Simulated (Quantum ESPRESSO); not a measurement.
# CdSe: zone-centre phonons under several settings

```
CELL_PARAMETERS angstrom
0.00000 3.07027 3.07027
3.07027 0.00000 3.07027
3.07027 3.07027 0.00000
ATOMIC_POSITIONS crystal
Cd 0.00000 0.00000 0.00000
Se 0.25000 0.25000 0.25000
```

Measurements of this composition are mostly on another form, of space group No. 186.

All runs used Quantum ESPRESSO 7.5; relaxed cell; no spin polarisation; occupations smeared at first, fixed for the response.

```csv
level,potentials,k mesh (s: shifted),cutoff (eV),volume (Å³/atom),pressure (GPa),lowest optical mode without the field (cm⁻¹),sum of the Born charges (e)
LDA,JTH 2.0 LDA,4 × 4 × 4s,490,27.05,-0.1,176,-0.01
PBE,SG15 PBE 1.2,6 × 6 × 6s,952,?,0.0,?,?
```

Task: What stands in the row left open?

Result: Volume 29.81 Å³/atom; lowest optical mode without the field 156 cm⁻¹; sum of the Born charges 0.00 e.

Caveats: the cutoff is low for these files, which shifts pressure and relaxed volume (some runs).

The runs don't all hold the same shells in valence.
